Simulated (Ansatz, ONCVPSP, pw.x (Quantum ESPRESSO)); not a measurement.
# What a changed setting does to a pw.x run (diamond P)

Potential: optimised norm-conserving Vanderbilt (ONCV), ONCVPSP 4.0.1.1 (patched build), PBE; core [Ne], reference 3s2 3p3; waves: 3s: rc 1.35 bohr, ncon 4, nbas 7, qcut 4.6 1/bohr, 2 projectors, debl 1.9 Ha; 3p: rc 1.90 bohr, ncon 3, nbas 8, qcut 4.8 1/bohr, 2 projectors, debl 1.4 Ha; d scattering state at 0.04 Ha: rc 1.90 bohr, ncon 5, nbas 8, qcut 4.5 1/bohr, 2 projectors, debl 2 Ha; local part: polynomial inside 1.25 bohr (lpopt 5, dvloc0 3 Ha); core correction: Teter function, fcfact 5, rcfact 1.64.

The reference run (k-mesh 8³, cutoffs 90/360 Ry, Fermi–Dirac 0.01 Ry, mixing_beta 0.4, conv_thr 1e-9, no spin) gives -0.74 GPa at 20.949 Å³/atom, where all-electron LAPW gives -0.21 GPa. This run, with its own iteration cap, changes nspin = 2 with starting_magnetization to -0.3.

```
&control
  calculation='scf', prefix='x', pseudo_dir='./', outdir='./tmp', tstress=.true., disk_io='none'
/
&system
  ibrav=0, nat=2, ntyp=1, ecutwfc=90, ecutrho=360, nbnd=12,
  occupations='smearing', smearing='fd', degauss=0.01, nspin=2, starting_magnetization(1)=-0.3
/
&electrons
  conv_thr=1e-09, mixing_beta=0.4, electron_maxstep=60
/
ATOMIC_SPECIES
P 1.0 P.UPF
CELL_PARAMETERS angstrom
  0.00000000 2.75668895 2.75668895
  2.75668895 0.00000000 2.75668895
  2.75668895 2.75668895 0.00000000
ATOMIC_POSITIONS crystal
P 0.0000 0.0000 0.0000
P 0.2500 0.2500 0.2500
K_POINTS automatic
8 8 8 0 0 0
```

```bash
pw.x < P.scf.in > P.scf.out
```

**Question.** How does the run end?

**Answer.** It converges in 9 iterations; the free energy moves by +0.0 meV/atom and the pressure by +0.00 GPa. The result is that of the reference run.

```
Message from routine setup:
     using ibrav=0 with symmetry is DISCOURAGED, use correct ibrav instead
     lattice parameter (alat)  =       7.3672  a.u.
     unit-cell volume          =     282.7417 (a.u.)^3
     number of electrons       =        10.00
     number of Kohn-Sham states=           12
     kinetic-energy cutoff     =      90.0000  Ry
     charge density cutoff     =     360.0000  Ry
     scf convergence threshold =      1.0E-09
     Exchange-correlation= PBE
     atomic species   magnetization
     number of k points=    29  Fermi-Dirac smearing, width (Ry)=  0.0100
     iteration #  1     ecut=    90.00 Ry     beta= 0.40
     total energy              =     -30.49956446 Ry
     estimated scf accuracy    <       0.02549142 Ry
     total magnetization       =    -0.85 Bohr mag/cell
     absolute magnetization    =     0.85 Bohr mag/cell
     iteration #  2     ecut=    90.00 Ry     beta= 0.40
     total energy              =     -30.51861186 Ry
     estimated scf accuracy    <       0.00908175 Ry
     total magnetization       =    -0.68 Bohr mag/cell
     absolute magnetization    =     0.68 Bohr mag/cell
     iteration #  3     ecut=    90.00 Ry     beta= 0.40
     total energy              =     -30.52428230 Ry
     estimated scf accuracy    <       0.00048122 Ry
     total magnetization       =    -0.33 Bohr mag/cell
     absolute magnetization    =     0.33 Bohr mag/cell
     iteration #  4     ecut=    90.00 Ry     beta= 0.40
     c_bands:  1 eigenvalues not converged
     total energy              =     -30.52533178 Ry
     estimated scf accuracy    <       0.00005414 Ry
     total magnetization       =    -0.14 Bohr mag/cell
     absolute magnetization    =     0.14 Bohr mag/cell
     iteration #  5     ecut=    90.00 Ry     beta= 0.40
     total energy              =     -30.52552376 Ry
     estimated scf accuracy    <       0.00001347 Ry
     total magnetization       =    -0.06 Bohr mag/cell
     absolute magnetization    =     0.07 Bohr mag/cell
     iteration #  6     ecut=    90.00 Ry     beta= 0.40
     total energy              =     -30.52556921 Ry
     estimated scf accuracy    <       0.00000190 Ry
     total magnetization       =    -0.03 Bohr mag/cell
     absolute magnetization    =     0.03 Bohr mag/cell
     iteration #  7     ecut=    90.00 Ry     beta= 0.40
     total energy              =     -30.52558291 Ry
     estimated scf accuracy    <       0.00000022 Ry
     total magnetization       =    -0.01 Bohr mag/cell
     absolute magnetization    =     0.01 Bohr mag/cell
     iteration #  8     ecut=    90.00 Ry     beta= 0.40
     total energy              =     -30.52558410 Ry
     estimated scf accuracy    <          1.4E-09 Ry
     total magnetization       =    -0.00 Bohr mag/cell
     absolute magnetization    =     0.00 Bohr mag/cell
     iteration #  9     ecut=    90.00 Ry     beta= 0.40
     the Fermi energy is     6.6707 ev
!    total energy              =     -30.52558410 Ry
     estimated scf accuracy    <          7.2E-10 Ry
     smearing contrib. (-TS)   =      -0.00745930 Ry
     The total energy is F=E-TS. E is the sum of the following terms:
     one-electron contribution =       4.34679798 Ry
     hartree contribution      =       2.54216892 Ry
     xc contribution           =     -11.55569156 Ry
     ewald contribution        =     -25.85140014 Ry
     total magnetization       =    -0.00 Bohr mag/cell
     absolute magnetization    =     0.00 Bohr mag/cell
     convergence has been achieved in   9 iterations
          total   stress  (Ry/bohr**3)                   (kbar)     P=       -7.43
     Message from routine punch:
     Nothing written, as per user request (disk_io='none')
```

The run took about 91 s on one core of a shared host (Neoverse-N1, 64 threads, 124 GiB, load 52).
